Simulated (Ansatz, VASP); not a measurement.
**One calculation of TaN, two programs**

Contents of INCAR:

```
PREC     = Accurate       # precision mode
ENCUT    = 520            # plane-wave cutoff, eV
EDIFF    = 1E-7           # SCF threshold, eV
ISMEAR   = 0              # smearing method
SIGMA    = 0.1            # smearing width, eV
LREAL    = False          # projectors in reciprocal space
LASPH    = True           # aspherical terms in the spheres
NELM     = 100            # most SCF steps
ALGO     = Normal         # electronic algorithm
ISIF     = 2              # what is computed and relaxed
LWAVE    = False          # write WAVECAR
LCHARG   = True           # write CHGCAR
GGA      = PS             # functional
LELF     = True           # ELF
LVHAR    = True         
NBANDS   = 24             # bands
```

Contents of KPOINTS:

```
regular mesh
0
Gamma
  6 6 4
```

Contents of POSCAR:

```
TaN
1.0
    3.0500010905      0.0000000000      0.0000000000
   -1.5250005453      2.6413784260      0.0000000000
    0.0000000000      0.0000000000      4.9400000000
Ta N
2 2
Direct
    0.3333333333      0.6666666667      0.0000000000
    0.6666666667      0.3333333333      0.5000000000
    0.3333333333      0.6666666667      0.3850000000
    0.6666666667      0.3333333333      0.8850000000
```

Input for Ansatz:

```yaml
crystal:
  lattice:
    - [3.0500010905, 0.0, 0.0]
    - [-1.5250005453, 2.641378426, 0.0]
    - [0.0, 0.0, 4.94]
  atoms:
    - { symbol: Ta, position: [0.3333333333, 0.6666666667, 0.0] }
    - { symbol: Ta, position: [0.6666666667, 0.3333333333, 0.5] }
    - { symbol: "N", position: [0.3333333333, 0.6666666667, 0.385] }
    - { symbol: "N", position: [0.6666666667, 0.3333333333, 0.885] }
basis:
  ecutwfc: 420
kpoints:
  mp_grid: { grid: [6, 6, 4] }
hamiltonian:
  xc: pbesol
scf:
  occupations: { method: gaussian, width: 0.1 }
output:
  forces: true
  stress: true
  eigenvalues: true
```

Alike in both runs: task single point; functional PBEsol; k mesh 6 × 6 × 4; occupations gaussian, width 0.1 eV; no spin polarisation.

|  | VASP | Ansatz |
| --- | --- | --- |
| version | VASP 6.6.1 | Ansatz 0.2.0 |
| potentials or method | VASP PAW PBE potentials, release 64 (Ta_pv, N) | scalar-relativistic, plane waves, PAW |
| plane-wave cutoff (eV) | 520 | 420 |
| valence electrons in the cell | 32 | 36 |

|  | VASP | Ansatz | Ansatz less VASP |
| --- | --- | --- | --- |
| gap on the k mesh at the Fermi level (eV) | none | none | - |
| rms of the force components (eV/Å) | 1.323 | 1.287 | -0.0363 |

Atom by atom the forces differ by 0.036 eV/Å (rms over components). A gap of «none» marks a metal or a gap that the smearing closes. The functional is the same, so the differences come from potentials, cutoffs and numerics. The two sets of potentials don't hold the same shells in valence.

Caveats: the k mesh is coarse (spacing up to 0.40 Å⁻¹), so the values aren't converged; the PAW data sets were made with another functional, which shifts forces and pressure a little (VASP). Spin-orbit coupling is left out, which matters for the levels of Ta.
